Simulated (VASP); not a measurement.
Input of a VASP 6.6.1 run:

File run.py:

```python
from ase.calculators.vasp import Vasp
from ase.dft.bandgap import bandgap
from ase.io import read

atoms = read('MgS.cif', primitive_cell=True, subtrans_included=False)
calc = Vasp(
    directory='calc',
    pp='PBE',
    setups='recommended',
    prec='Accurate',
    encut=520,
    ediff=1e-07,
    ismear=-1,
    sigma=0.02,
    lreal=False,
    lasph=True,
    nelm=100,
    algo='Normal',
    isif=2,
    lwave=False,
    lcharg=False,
    metagga='TPSS',
    lhfcalc=True,
    aexx=0.1,
    lmixtau=True,
    precfock='Normal',
    hfrcut=-1,
    kpts=[5, 5, 3],
    gamma=True,
    nbands=16,
)
atoms.calc = calc

print('energy (eV):', atoms.get_potential_energy())
print('free energy (eV):', atoms.get_potential_energy(force_consistent=True))
print('forces (eV/A):')
print(atoms.get_forces())
print('stress (eV/A^3, Voigt):', atoms.get_stress())
print('Fermi level (eV):', calc.get_fermi_level())
gap, top, bottom = bandgap(calc)
print('band gap (eV):', gap, 'from (spin, k, band)', top, 'to', bottom)
```

The input MgS.cif:

```cif
data_MgS
_cell_length_a 4.03462241
_cell_length_b 4.03462241
_cell_length_c 6.43229418
_cell_angle_alpha 90.00000000
_cell_angle_beta 90.00000000
_cell_angle_gamma 120.00000000
_space_group_name_H-M_alt 'P6_3mc'
_space_group_name_Hall 'P 6c -2c'
_space_group_IT_number 186
loop_
_space_group_symop_operation_xyz
'x,y,z'
'x-y,x,z+1/2'
'-y,x-y,z'
'-x,-y,z+1/2'
'-x+y,-x,z'
'y,-x+y,z+1/2'
'y,x,z+1/2'
'x,x-y,z'
'x-y,-y,z+1/2'
'-y,-x,z'
'-x,-x+y,z+1/2'
'-x+y,y,z'
loop_
_atom_site_label
_atom_site_type_symbol
_atom_site_symmetry_multiplicity
_atom_site_Wyckoff_symbol
_atom_site_fract_x
_atom_site_fract_y
_atom_site_fract_z
_atom_site_occupancy
S1 S 2 b 0.6666666667 0.3333333333 0.8792441500 1
Mg1 Mg 2 b 0.3333333333 0.6666666667 0.9957548500 1
```

Potentials or basis: VASP PAW PBE potentials, release 64 (S, Mg).

Launch:

```bash
$ python run.py
```

Question: Estimate the band gap on the k mesh.

Answer: 4.35 eV, direct.

Question: What does it give for the pressure?

Answer: 0.4 GPa.

Question: Predict the largest force.

Answer: 0.044 eV/Å.

Forces in eV/Å, atoms in the order of the input:
```
S    0.000  0.000 -0.044
S    0.000  0.000 -0.044
Mg   0.000  0.000  0.044
Mg   0.000  0.000  0.044
```

Caveat: the PAW data sets were made with another functional, which shifts forces and pressure a little.
